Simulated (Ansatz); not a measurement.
# Pb (Fm-3m), tetragonal deformation path

Computed with Ansatz 0.2.0, DFT PBE, scalar-relativistic, plane waves, PAW. Settings: plane waves to 420 eV, k-mesh 18×18×18 (Γ-centred), Gaussian smearing 0.15 eV. Spin–orbit coupling is left out, which can shift energies with elements as heavy as these. No spin polarisation. Energies are free energies at this smearing, counted from the undisturbed cell; pressure is positive in compression.

The undisturbed cell (as given, not relaxed at this level; it stands at 2.7 GPa):

```xyz
1
Lattice="0.0000 2.4698 2.4698 2.4698 0.0000 2.4698 2.4698 2.4698 0.0000" Properties=species:S:1:pos:R:3 pbc="T T T"
Pb    0.0000    0.0000    0.0000
```

At fixed volume and fractional coordinates, lengths along (0.000, 0.000, 1.000) are scaled against those across it; ρ is that ratio over its starting value. The cell is metallic on the mesh throughout. At ρ = 0.707 the cell becomes cubic (Im-3m), and there the slope of the energy vanishes by symmetry.

```json
{"ρ": "0.650", "ΔE (meV/atom)": "29.9"}
{"ρ": "0.707", "ΔE (meV/atom)": "37.6"}
{"ρ": "0.780", "ΔE (meV/atom)": "28.0"}
{"ρ": "0.850", "ΔE (meV/atom)": "12.3"}
{"ρ": "0.920", "ΔE (meV/atom)": "2.9"}
{"ρ": "0.960", "ΔE (meV/atom)": "0.3"}
{"ρ": "1.050", "ΔE (meV/atom)": "0.3"}
{"ρ": "1.100", "ΔE (meV/atom)": "5.6"}
{"ρ": "1.200", "ΔE (meV/atom)": "35.9"}
{"ρ": "1.300", "ΔE (meV/atom)": "88.9"}
{"ρ": "1.414", "ΔE (meV/atom)": "176.0"}
{"ρ": "1.500", "ΔE (meV/atom)": "260.8"}
```